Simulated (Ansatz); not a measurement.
WS2 under changes of volume

One of the cells (17.744 Å³/atom); the others are scaled copies at fixed shape and fractional positions:

```xyz
3
Lattice="1.5790 0.9116 6.1633 -1.5790 0.9116 6.1633 0.0000 -1.8233 6.1633" Properties=species:S:1:pos:R:3 pbc="T T T"
W     0.0000    0.0000    0.0000
S     0.0000    0.0000   10.7427
S     0.0000    0.0000   13.8730
```

Measurements of this composition are mostly on another form, of space group No. 194.

- Program: Ansatz 0.2.0
- Functional: LDA
- Potentials or basis: Ansatz PAW
- Cutoff: 420 eV (not typed: the program's choice for these potentials)
- k mesh: 10 × 10 × 10
- Occupations: fermi-dirac, width 0.05 eV
- Spin: no spin polarisation

```tsv
volume (Å³/atom)	energy over the lowest point (meV/atom)	pressure (GPa)	gap on the mesh (eV)	largest force (eV/Å)
16.679	?	?	?	?
17.034	3.62	3.6	0.94	0.801
17.389	0.00	-0.2	0.96	0.613
17.744	4.37	-3.7	0.98	0.585
18.099	15.91	-6.7	1.00	0.886
18.454	33.86	-9.4	1.02	1.183
18.809	57.55	-11.9	1.04	1.457
```

Question: What does the run at 16.679 Å³/atom give?

Answer: Energy over the lowest point 16.15 meV/atom; pressure 7.8 GPa; gap on the mesh 0.91 eV; largest force 1.240 eV/Å.

Worked out: A Birch-Murnaghan fit of order 3 (a polynomial in V^(-2/3)) to the other rows has its minimum at 17.37 Å³/atom with B0 = V·E''(V) = 178 GPa and B' = 4.4 at fixed shape and positions, which overstates the stiffness. It gives 16.18 meV/atom at 16.679 Å³/atom, against the run's 16.15, and -dE/dV = 7.8 GPa, against 7.8. A straight line through the other rows of the gap, of slope 1.01 eV per unit of ln V, extrapolates to 0.92 eV, against the run's 0.91.

Energies are extrapolated to zero smearing.

Caveats: spin-orbit coupling is left out, which moves the levels of the heavy elements; the PAW data sets come from PBE, with cores solved anew for the run's functional, which leaves a small shift of forces and pressure; forces of over 1 eV/Å show positions far from the minimum, so gaps and moduli don't describe the material at rest (some runs).

A mesh can miss the band edges.
